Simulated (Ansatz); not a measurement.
Here is an Ansatz 0.2.0 calculation.

The input input.yaml:

```yaml
crystal:
  lattice:
    - [3.1967, 0.0, 0.0]
    - [-1.59835, 2.7684234083, 0.0]
    - [0.0, 0.0, 5.0578]
  atoms:
    - { symbol: Hf, position: [0.6666666667, 0.3333333333, 0.75] }
    - { symbol: Hf, position: [0.3333333333, 0.6666666667, 0.25] }
hamiltonian:
  xc: pbe
  pseudopotentials: { kind: nc, accuracy: stringent }
kpoints:
  mp_grid: { grid: [10, 10, 5] }
  band_path:
    path:
      - [[0.0, 0.0, 0.0], [0.5, 0.0, 0.0], [0.3333333333, 0.3333333333, 0.0], [0.0, 0.0, 0.0], [0.0, 0.0, 0.5], [0.5, 0.0, 0.5], [0.3333333333, 0.3333333333, 0.5], [0.0, 0.0, 0.5]]
      - [[0.5, 0.0, 0.5], [0.5, 0.0, 0.0]]
      - [[0.3333333333, 0.3333333333, 0.0], [0.3333333333, 0.3333333333, 0.5]]
    npoints: 14
scf:
  occupations: { method: fermi_dirac, width: 0.05 }
  n_extra_bands: 6
output:
  forces: true
  stress: true
  eigenvalues: true
  fatbands: false
  write_density: true
  write_potential: true
  elf: true
  volumetric_format: npy
```

Potentials or basis: PseudoDojo stringent (PBE files).

The run is started by

```bash
$ ansatz run input.yaml --threads 2 --pin off --max-ram 5632MiB --backend cpu --events-out ev --progress --plain --runs-dir out
```

(1) What does it give for the pressure?

(2) Predict the band gap on the k mesh.

## Answers

(1) 0.6 GPa.

(2) none (metal or under the smearing width).

Caveat: spin-orbit coupling is left out, which moves the levels of the heavy elements.
